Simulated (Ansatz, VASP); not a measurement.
## Cross-check of Al10Ga8N8O17 (amorphous Al2O3 against GaN(10-10), +6 O) between VASP and Ansatz

Wanted: the spread between two codes on one cell, functional and k mesh. The structure shown is the start of the Ansatz relaxation below; VASP solves that cell, so the two are compared at the walk's first step.

Program: Ansatz 0.2.0. Level of theory: plane waves, with VASP 6.6.1 beside it; single point at PBE. Results are calculated unless marked as measured.

**1. Set-up**

The cell holds 129 atoms: 24 Ga, 24 N, 30 Al and 51 O. Its edges and angles: a = 10.460 Å, b = 9.630 Å, c = 14.342 Å, α = 90.0°, β = 90.0°, γ = 90.0°. It derives from GaN (4 planes of wurtzite GaN(10-10)). A slab of 4 planes of wurtzite GaN(10-10) (starting lattice constant a = 3.21 A, c = 5.23 A), 10.46 x 9.63 A in plane. 81 atoms (30 Al, 51 O) packed at random between the slab and its periodic image at 3.05 g/cm^3 (a layer of 8.8 A) and pushed apart as soft spheres. Langevin MD at fixed cell with the MACE-MP-0b2 small potential (Batatia et al., arXiv:2401.00096), steps of 1.5 fs: 0.63 ps at 3000 K with the crystal held, 3000 to 1000 K in 1.8 ps with the crystal held, 1000 to 300 K in 0.9 ps with its inner planes held; soft walls kept the melt out of the crystal while it was held. Then all atoms and the cell's height relaxed. The structure's axis is c.

**2. Ansatz: relaxation, PBE**

Ansatz runs on its default PAW (the set named soft_2) files.

The two programs are compared at the cell with which this relaxation starts, whose forces are those of its first step.

File input.yaml:

```yaml
crystal:
  lattice:
    - [10.46, 0.0, 0.0]
    - [0.0, 9.63, 0.0]
    - [0.0, 0.0, 14.34161]
  atoms:
    - { symbol: Ga, position: [0.99376, 0.99729, 0.32567] }
    - { symbol: "N", position: [0.0504, 0.00502, 0.04554] }
    - { symbol: Ga, position: [0.23978, 0.00162, 0.0411] }
    - { symbol: "N", position: [0.3172, 0.00639, 0.28877] }
    - { symbol: Ga, position: [0.98612, 0.15731, 0.11978] }
    - { symbol: "N", position: [0.05018, 0.16572, 0.24999] }
    - { symbol: Ga, position: [0.23498, 0.17865, 0.23319] }
    - { symbol: "N", position: [0.3022, 0.17387, 0.10531] }
    - { symbol: Ga, position: [0.97927, 0.33836, 0.309] }
    - { symbol: "N", position: [0.05104, 0.32436, 0.06668] }
    - { symbol: Ga, position: [0.25518, 0.33721, 0.03182] }
    - { symbol: "N", position: [0.30683, 0.33322, 0.29533] }
    - { symbol: Ga, position: [0.98007, 0.49421, 0.11577] }
    - { symbol: "N", position: [0.05106, 0.50004, 0.23947] }
    - { symbol: Ga, position: [0.23899, 0.49778, 0.23624] }
    - { symbol: "N", position: [0.30073, 0.50362, 0.10402] }
    - { symbol: Ga, position: [0.99422, 0.66561, 0.31016] }
    - { symbol: "N", position: [0.06633, 0.67934, 0.06701] }
    - { symbol: Ga, position: [0.24969, 0.68025, 0.04295] }
    - { symbol: "N", position: [0.2974, 0.65804, 0.29982] }
    - { symbol: Ga, position: [0.98957, 0.84756, 0.12003] }
    - { symbol: "N", position: [0.05575, 0.83966, 0.24704] }
    - { symbol: Ga, position: [0.24078, 0.82735, 0.24386] }
    - { symbol: "N", position: [0.30454, 0.84163, 0.11508] }
    - { symbol: Ga, position: [0.50759, 0.01328, 0.3177] }
    - { symbol: "N", position: [0.55776, 0.00755, 0.05228] }
    - { symbol: Ga, position: [0.74423, 0.99899, 0.04757] }
    - { symbol: "N", position: [0.81174, 0.0084, 0.30184] }
    - { symbol: Ga, position: [0.49205, 0.17082, 0.113] }
    - { symbol: "N", position: [0.55635, 0.17216, 0.24118] }
    - { symbol: Ga, position: [0.74585, 0.16896, 0.24103] }
    - { symbol: "N", position: [0.80281, 0.17175, 0.10261] }
    - { symbol: Ga, position: [0.496, 0.34674, 0.28926] }
    - { symbol: "N", position: [0.55178, 0.33568, 0.04655] }
    - { symbol: Ga, position: [0.741, 0.34195, 0.04006] }
    - { symbol: "N", position: [0.79856, 0.33729, 0.29138] }
    - { symbol: Ga, position: [0.48998, 0.50796, 0.11055] }
    - { symbol: "N", position: [0.55117, 0.51765, 0.23689] }
    - { symbol: Ga, position: [0.73879, 0.50986, 0.24783] }
    - { symbol: "N", position: [0.79517, 0.50639, 0.1106] }
    - { symbol: Ga, position: [0.48633, 0.6796, 0.31832] }
    - { symbol: "N", position: [0.54925, 0.67815, 0.05481] }
    - { symbol: Ga, position: [0.73734, 0.6757, 0.05102] }
    - { symbol: "N", position: [0.81078, 0.66921, 0.31207] }
    - { symbol: Ga, position: [0.49393, 0.84412, 0.12095] }
    - { symbol: "N", position: [0.55633, 0.84474, 0.2516] }
    - { symbol: Ga, position: [0.74799, 0.83795, 0.25398] }
    - { symbol: "N", position: [0.80355, 0.83588, 0.11769] }
    - { symbol: Al, position: [0.25257, 0.67561, 0.4375] }
    - { symbol: Al, position: [0.7175, 0.54571, 0.84762] }
    - { symbol: Al, position: [0.3251, 0.15485, 0.64637] }
    - { symbol: Al, position: [0.75945, 0.68547, 0.45222] }
    - { symbol: Al, position: [0.49365, 0.63008, 0.69333] }
    - { symbol: Al, position: [0.35339, 0.44499, 0.60349] }
    - { symbol: Al, position: [0.42816, 0.90597, 0.51208] }
    - { symbol: Al, position: [0.58081, 0.15499, 0.54875] }
    - { symbol: Al, position: [0.49771, 0.68214, 0.92893] }
    - { symbol: Al, position: [0.10486, 0.17723, 0.74984] }
    - { symbol: Al, position: [0.04571, 0.49237, 0.69519] }
    - { symbol: Al, position: [0.82595, 0.66349, 0.68348] }
    - { symbol: Al, position: [0.31874, 0.31963, 0.4308] }
    - { symbol: Al, position: [0.50604, 0.33949, 0.92017] }
    - { symbol: Al, position: [0.84878, 0.3469, 0.51075] }
    - { symbol: Al, position: [0.27889, 0.41143, 0.80006] }
    - { symbol: Al, position: [0.99696, 0.89723, 0.72402] }
    - { symbol: Al, position: [0.28288, 0.82385, 0.65501] }
    - { symbol: Al, position: [0.72993, 0.84588, 0.84757] }
    - { symbol: Al, position: [0.48848, 0.0089, 0.92938] }
    - { symbol: Al, position: [0.60076, 0.47182, 0.4888] }
    - { symbol: Al, position: [0.00191, 0.95352, 0.92096] }
    - { symbol: Al, position: [0.21364, 0.72505, 0.82969] }
    - { symbol: Al, position: [0.64708, 0.87282, 0.64225] }
    - { symbol: Al, position: [0.03355, 0.78524, 0.52641] }
    - { symbol: Al, position: [0.61992, 0.1335, 0.7574] }
    - { symbol: Al, position: [0.84783, 0.98812, 0.5206] }
    - { symbol: Al, position: [0.07612, 0.11657, 0.51899] }
    - { symbol: Al, position: [0.85818, 0.33358, 0.79959] }
    - { symbol: Al, position: [0.10158, 0.41653, 0.51615] }
    - { symbol: O, position: [0.07151, 0.96716, 0.44477] }
    - { symbol: O, position: [0.5596, 0.84797, 0.89481] }
    - { symbol: O, position: [0.02206, 0.32846, 0.77578] }
    - { symbol: O, position: [0.48973, 0.37306, 0.41565] }
    - { symbol: O, position: [0.96622, 0.38915, 0.5987] }
    - { symbol: O, position: [0.6958, 0.0146, 0.57006] }
    - { symbol: O, position: [0.18816, 0.4498, 0.62936] }
    - { symbol: O, position: [0.96889, 0.93239, 0.60465] }
    - { symbol: O, position: [0.55689, 0.51234, 0.8892] }
    - { symbol: O, position: [0.97691, 0.41344, 0.42618] }
    - { symbol: O, position: [0.37522, 0.27372, 0.55492] }
    - { symbol: O, position: [0.67589, 0.2977, 0.52422] }
    - { symbol: O, position: [0.66097, 0.95406, 0.75379] }
    - { symbol: O, position: [0.33804, 0.36814, 0.91563] }
    - { symbol: O, position: [0.9857, 0.65658, 0.63289] }
    - { symbol: O, position: [0.1587, 0.54926, 0.79716] }
    - { symbol: O, position: [0.27719, 0.0608, 0.36806] }
    - { symbol: O, position: [0.08921, 0.30467, 0.97778] }
    - { symbol: O, position: [0.84529, 0.51255, 0.75913] }
    - { symbol: O, position: [0.13873, 0.13558, 0.63356] }
    - { symbol: O, position: [0.78103, 0.38244, 0.90933] }
    - { symbol: O, position: [0.07816, 0.67712, 0.42432] }
    - { symbol: O, position: [0.82386, 0.9598, 0.92931] }
    - { symbol: O, position: [0.75804, 0.68723, 0.92075] }
    - { symbol: O, position: [0.26949, 0.22908, 0.76025] }
    - { symbol: O, position: [0.77078, 0.51464, 0.49546] }
    - { symbol: O, position: [0.49848, 0.53694, 0.58066] }
    - { symbol: O, position: [0.32795, 0.67948, 0.92639] }
    - { symbol: O, position: [0.00356, 0.60657, 0.00276] }
    - { symbol: O, position: [0.20926, 0.74942, 0.55499] }
    - { symbol: O, position: [0.11011, 0.81567, 0.9123] }
    - { symbol: O, position: [0.26556, 0.49311, 0.47165] }
    - { symbol: O, position: [0.90641, 0.15899, 0.49826] }
    - { symbol: O, position: [0.1545, 0.83931, 0.73387] }
    - { symbol: O, position: [0.5107, 0.04649, 0.4545] }
    - { symbol: O, position: [0.64663, 0.65832, 0.75] }
    - { symbol: O, position: [0.1622, 0.25391, 0.46559] }
    - { symbol: O, position: [0.8681, 0.82875, 0.45732] }
    - { symbol: O, position: [0.50702, 0.14306, 0.66523] }
    - { symbol: O, position: [0.54591, 0.16856, 0.87056] }
    - { symbol: O, position: [0.75316, 0.23168, 0.74167] }
    - { symbol: O, position: [0.40774, 0.46322, 0.72696] }
    - { symbol: O, position: [0.49561, 0.80878, 0.60896] }
    - { symbol: O, position: [0.32381, 0.98431, 0.59657] }
    - { symbol: O, position: [0.86455, 0.80372, 0.76715] }
    - { symbol: O, position: [0.01562, 0.04312, 0.80699] }
    - { symbol: O, position: [0.59754, 0.64103, 0.41766] }
    - { symbol: O, position: [0.32435, 0.01353, 0.93197] }
    - { symbol: O, position: [0.73916, 0.73976, 0.59107] }
    - { symbol: O, position: [0.38493, 0.79547, 0.42392] }
    - { symbol: O, position: [0.36348, 0.73002, 0.74583] }
kpoints:
  mp_grid: { grid: [1, 1, 1] }
hamiltonian:
  xc: pbe
scf:
  occupations: { method: fermi_dirac, width: 0.025 }
output:
  forces: true
relax:
  f_tol: 0.08
  max_steps: 90
  cell: { fix: [a, b, alpha, beta, gamma] }
```

Started as:

```
ansatz run input.yaml --threads 4 --pin off --max-ram 8192MiB --backend cpu --events-out ev --progress --plain --runs-dir out
```

Numbers of over 12 decimals in the logs are rounded to 6 here.

Output:

```text
Engine: ansatz 0.2.0, x86_64-unknown-linux-gnu
Pseudopotentials: kind: paw
Pseudopotential: Ga, paw, valence charge 13, recommended cutoff 420 eV (normal), Ga.paw.azcp
Pseudopotential: N, paw, valence charge 5, recommended cutoff 420 eV (normal), N.paw.azcp
Pseudopotential: Al, paw, valence charge 3, recommended cutoff 420 eV (normal), Al.paw.azcp
Pseudopotential: O, paw, valence charge 6, recommended cutoff 420 eV (normal), O.paw.azcp
Functional definition: PBE
  parameter kappa = 0.804
  parameter beta = 0.066725
  exchange = pbe_x(kappa = kappa, mu = beta*pi^2/3)
  correlation = pbe_c(beta = beta)
Crystal: 129 atoms, lattice volume = 1444.628 Å³
Basis set: ecut = 420 eV, 28245 PW (Γ), exchange–correlation on 144×144×192 points (8 copies of the dense FFT grid, shifted against one another)
Bands: 543, of which v1, the nominal top of the filled ones, is band 414 counted from 1 (413 counted from 0)
Symmetry: 1 space group operations
Space group: P1 (ITA 1), of the structure as read, at distance tolerance 1.1e-4 Å
k-points: 1
Non-local potential: Ga, projectors of the file, l = 0: 2, l = 1: 2, l = 2: 3, l = 3: 1
Non-local potential: N, projectors of the file, l = 0: 2, l = 1: 2, l = 2: 1
Non-local potential: Al, projectors of the file, l = 0: 2, l = 1: 2, l = 2: 1
Non-local potential: O, projectors of the file, l = 0: 2, l = 1: 2, l = 2: 1
PAW form: soft (Blöchl's): semilocal exchange-correlation on the pseudo side does not see the compensation charge
PAW one-centre angular grid: Ga, 590 points (default); XC on 64 Gauss nodes
PAW one-centre angular grid: N, 110 points (default); XC on 64 Gauss nodes
PAW one-centre angular grid: Al, 110 points (default); XC on 64 Gauss nodes
PAW one-centre angular grid: O, 110 points (default); XC on 64 Gauss nodes
Initial density: superposition of atomic densities (neutral atoms: chi_scale 0, normalization atom), corrected by the library's trained network
Initial wavefunctions: pseudopotential atomic-orbital guess
Functional: x = pbe(κ = 0.804, μ = 0.219515), c = pbe(β = 0.066725)
SCF iter   1: F=—  HF=-145170.367522 eV  |F-HF|=—  |Δ(HF+E_count)|=         —  Δρ=2.54e-2  dr2=2.06e1  ethr=1.77e-3  ⟨swp⟩=6.0  Hψ=2368  notcnv=0  defer=27
preconditioner: auto → LDOS  [insulator: Δε(μ)=0.057 eV  Ē_g=16.088 eV  σ=0.025 eV  W_gap=0.51  n_scr=364 (ndim 8)  ℏωp=28.1 eV  f_vac=0.043  D(μ)=31.71/eV (n_scr^D=204)  ε∞_Penn≈4.1  β→1.0]
SCF iter   2: F=—  HF=-145172.436869 eV  |F-HF|=—  |Δ(HF+E_count)|=    2.07e0  Δρ=4.67e-2  dr2=9.37e1  ethr=1.77e-3  ⟨swp⟩=2.0  Hψ=657  notcnv=0  defer=122  recentre
SCF iter   3: F=—  HF=-145169.363881 eV  |F-HF|=—  |Δ(HF+E_count)|=    3.07e0  Δρ=1.98e-2  dr2=1.37e1  ethr=1.77e-3  ⟨swp⟩=2.0  Hψ=651  notcnv=0  defer=43
SCF iter   4: F=—  HF=-145169.094669 eV  |F-HF|=—  |Δ(HF+E_count)|=   2.69e-1  Δρ=1.46e-2  dr2=7.29e0  ethr=1.66e-3  ⟨swp⟩=1.0  Hψ=625  notcnv=0  defer=105
SCF iter   5: F=—  HF=-145168.675235 eV  |F-HF|=—  |Δ(HF+E_count)|=   4.19e-1  Δρ=1.51e-2  dr2=6.70e0  ethr=8.80e-4  ⟨swp⟩=2.0  Hψ=432  notcnv=0  defer=121
SCF iter   6: F=—  HF=-145168.550658 eV  |F-HF|=—  |Δ(HF+E_count)|=   1.25e-1  Δρ=9.27e-3  dr2=2.63e0  ethr=8.09e-4  ⟨swp⟩=1.0  Hψ=625  notcnv=0  defer=121
SCF iter   7: F=—  HF=-145168.380692 eV  |F-HF|=—  |Δ(HF+E_count)|=   1.70e-1  Δρ=1.68e-2  dr2=8.51e0  ethr=3.18e-4  ⟨swp⟩=2.0  Hψ=439  notcnv=0  defer=121  recentre
SCF iter   8: F=—  HF=-145168.306114 eV  |F-HF|=—  |Δ(HF+E_count)|=   7.46e-2  Δρ=1.13e-2  dr2=3.92e0  ethr=3.18e-4  ⟨swp⟩=1.0  Hψ=625  notcnv=0  defer=121
SCF iter   9: F=—  HF=-145168.415025 eV  |F-HF|=—  |Δ(HF+E_count)|=   1.09e-1  Δρ=1.81e-2  dr2=1.10e1  ethr=3.18e-4  ⟨swp⟩=2.0  Hψ=426  notcnv=0  defer=121  recentre
SCF iter  10: F=—  HF=-145168.268989 eV  |F-HF|=—  |Δ(HF+E_count)|=   1.46e-1  Δρ=8.26e-3  dr2=2.09e0  ethr=3.18e-4  ⟨swp⟩=2.0  Hψ=423  notcnv=0  defer=121
SCF iter  11: F=—  HF=-145168.245902 eV  |F-HF|=—  |Δ(HF+E_count)|=   2.31e-2  Δρ=3.38e-3  dr2=2.79e-1  ethr=2.52e-4  ⟨swp⟩=1.0  Hψ=625  notcnv=0  defer=121
SCF iter  12: F=—  HF=-145168.232994 eV  |F-HF|=—  |Δ(HF+E_count)|=   1.29e-2  Δρ=2.34e-3  dr2=7.42e-2  ethr=3.36e-5  ⟨swp⟩=2.0  Hψ=435  notcnv=0  defer=121
SCF iter  13: F=—  HF=-145168.232857 eV  |F-HF|=—  |Δ(HF+E_count)|=   1.37e-4  Δρ=1.38e-3  dr2=4.46e-2  ethr=8.96e-6  ⟨swp⟩=2.0  Hψ=423  notcnv=0  defer=121
SCF iter  14: F=—  HF=-145168.233846 eV  |F-HF|=—  |Δ(HF+E_count)|=   9.89e-4  Δρ=1.39e-3  dr2=6.03e-2  ethr=5.38e-6  ⟨swp⟩=2.0  Hψ=423  notcnv=0  defer=121
SCF iter  15: F=—  HF=-145168.231923 eV  |F-HF|=—  |Δ(HF+E_count)|=   1.92e-3  Δρ=1.09e-3  dr2=3.28e-2  ethr=5.38e-6  ⟨swp⟩=2.0  Hψ=423  notcnv=0  defer=121
SCF iter  16: F=—  HF=-145168.231759 eV  |F-HF|=—  |Δ(HF+E_count)|=   1.64e-4  Δρ=1.06e-3  dr2=3.30e-2  ethr=3.96e-6  ⟨swp⟩=1.0  Hψ=422  notcnv=0  defer=121
[...]
- { symbol: Ga, position: [0.234661, 0.822344, 0.240569] }
    - { symbol: N, position: [0.302811, 0.848838, 0.116534] }
    - { symbol: Ga, position: [0.581368, 0.017229, 0.328782] }
    - { symbol: N, position: [0.551877, 0.00914766, 0.052741] }
    - { symbol: Ga, position: [0.736942, 1.001076, 0.046745] }
    - { symbol: N, position: [0.785942, 0.012047, 0.302831] }
    - { symbol: Ga, position: [0.491858, 0.172040, 0.117130] }
    - { symbol: N, position: [0.556107, 0.174459, 0.244449] }
    - { symbol: Ga, position: [0.745185, 0.180466, 0.232267] }
    - { symbol: N, position: [0.798243, 0.172887, 0.098869] }
    - { symbol: Ga, position: [0.492001, 0.348368, 0.290314] }
    - { symbol: N, position: [0.549220, 0.338586, 0.048781] }
    - { symbol: Ga, position: [0.738290, 0.344993, 0.041465] }
    - { symbol: N, position: [0.799922, 0.343458, 0.286092] }
    - { symbol: Ga, position: [0.492454, 0.513089, 0.113250] }
    - { symbol: N, position: [0.547503, 0.520610, 0.239590] }
    - { symbol: Ga, position: [0.733087, 0.513795, 0.245999] }
    - { symbol: N, position: [0.789257, 0.509433, 0.110287] }
    - { symbol: Ga, position: [0.483213, 0.685156, 0.323210] }
    - { symbol: N, position: [0.546390, 0.684357, 0.056924] }
    - { symbol: Ga, position: [0.735495, 0.678144, 0.050176] }
    - { symbol: N, position: [0.809968, 0.671559, 0.309068] }
    - { symbol: Ga, position: [0.491929, 0.849215, 0.126338] }
    - { symbol: N, position: [0.556964, 0.846909, 0.255748] }
    - { symbol: Ga, position: [0.748612, 0.833527, 0.244667] }
    - { symbol: N, position: [0.805929, 0.839080, 0.113111] }
    - { symbol: Al, position: [0.248719, 0.675310, 0.439183] }
    - { symbol: Al, position: [0.718850, 0.544050, 0.848562] }
    - { symbol: Al, position: [0.325686, 0.149572, 0.645147] }
    - { symbol: Al, position: [0.763764, 0.683151, 0.443628] }
    - { symbol: Al, position: [0.498995, 0.624290, 0.690211] }
    - { symbol: Al, position: [0.354672, 0.442024, 0.603345] }
    - { symbol: Al, position: [0.436922, 0.902001, 0.514344] }
    - { symbol: Al, position: [0.579755, 0.160143, 0.551690] }
    - { symbol: Al, position: [0.501605, 0.685006, 0.930340] }
    - { symbol: Al, position: [0.104975, 0.168566, 0.747526] }
    - { symbol: Al, position: [0.043573, 0.483730, 0.697419] }
    - { symbol: Al, position: [0.823338, 0.660528, 0.688036] }
    - { symbol: Al, position: [0.321853, 0.325233, 0.432893] }
    - { symbol: Al, position: [0.510904, 0.339830, 0.920715] }
    - { symbol: Al, position: [0.850497, 0.345080, 0.511446] }
    - { symbol: Al, position: [0.282303, 0.399807, 0.796132] }
    - { symbol: Al, position: [1.000337, 0.882910, 0.723806] }
    - { symbol: Al, position: [0.281323, 0.819865, 0.653748] }
    - { symbol: Al, position: [0.729669, 0.848026, 0.847778] }
    - { symbol: Al, position: [0.482549, 0.00793537, 0.930178] }
    - { symbol: Al, position: [0.604300, 0.473241, 0.488909] }
    - { symbol: Al, position: [-0.00934151, 0.962906, 0.921322] }
    - { symbol: Al, position: [0.227697, 0.704918, 0.822676] }
    - { symbol: Al, position: [0.649574, 0.874903, 0.643405] }
    - { symbol: Al, position: [0.026728, 0.765715, 0.533330] }
    - { symbol: Al, position: [0.618693, 0.131545, 0.758833] }
    - { symbol: Al, position: [0.849267, 0.982632, 0.527385] }
    - { symbol: Al, position: [0.077302, 0.114259, 0.515964] }
    - { symbol: Al, position: [0.856479, 0.330431, 0.801626] }
    - { symbol: Al, position: [0.103888, 0.409413, 0.517937] }
    - { symbol: O, position: [0.075659, 0.980172, 0.430696] }
    - { symbol: O, position: [0.556695, 0.850773, 0.891751] }
    - { symbol: O, position: [0.020011, 0.317081, 0.777391] }
    - { symbol: O, position: [0.492355, 0.372402, 0.417365] }
    - { symbol: O, position: [0.967519, 0.387270, 0.598773] }
    - { symbol: O, position: [0.695748, 0.017156, 0.571204] }
    - { symbol: O, position: [0.188983, 0.440018, 0.632207] }
    - { symbol: O, position: [0.977806, 0.924790, 0.604565] }
    - { symbol: O, position: [0.556058, 0.514429, 0.890021] }
    - { symbol: O, position: [0.981660, 0.402238, 0.426744] }
    - { symbol: O, position: [0.381539, 0.269466, 0.555268] }
    - { symbol: O, position: [0.678075, 0.300404, 0.527272] }
    - { symbol: O, position: [0.665371, 0.954148, 0.754187] }
    - { symbol: O, position: [0.342029, 0.362554, 0.912233] }
    - { symbol: O, position: [0.986563, 0.653400, 0.640552] }
    - { symbol: O, position: [0.161644, 0.537201, 0.798520] }
    - { symbol: O, position: [0.287176, 0.031432, 0.378356] }
    - { symbol: O, position: [0.099325, 0.328986, 0.983680] }
    - { symbol: O, position: [0.851503, 0.509632, 0.763051] }
    - { symbol: O, position: [0.139332, 0.129086, 0.631479] }
    - { symbol: O, position: [0.777248, 0.380571, 0.910372] }
    - { symbol: O, position: [0.074160, 0.674726, 0.424803] }
    - { symbol: O, position: [0.817554, 0.966695, 0.927860] }
    - { symbol: O, position: [0.752043, 0.689392, 0.919896] }
[...]
- { symbol: O, position: [0.325541, 0.978477, 0.595086] }
    - { symbol: O, position: [0.866605, 0.800055, 0.771928] }
    - { symbol: O, position: [0.021122, 0.031429, 0.807206] }
    - { symbol: O, position: [0.598574, 0.642957, 0.420400] }
    - { symbol: O, position: [0.317670, 0.00605834, 0.930196] }
    - { symbol: O, position: [0.747797, 0.746809, 0.596089] }
    - { symbol: O, position: [0.385125, 0.787806, 0.432036] }
    - { symbol: O, position: [0.365145, 0.719117, 0.740056] }
```

The column dr2 measures how far the density is from self-consistency, as an energy; F and HF (Harris–Foulkes) agree once it is small.

(Continued in part 2 of 2.)

[Lines on the potential files, build, host, timing and source positions are cut from VASP's logs without a mark.]

[Logs are printed without paths, hosts, clocks, repeated set-up lines and the standing remarks that a program may print on its own settings, such as how far it seeks lower states.]

[Hosts, paths, dates, database ids (printed as entryN), source tags and the programs' standing remarks are cut or masked in the printed files.]
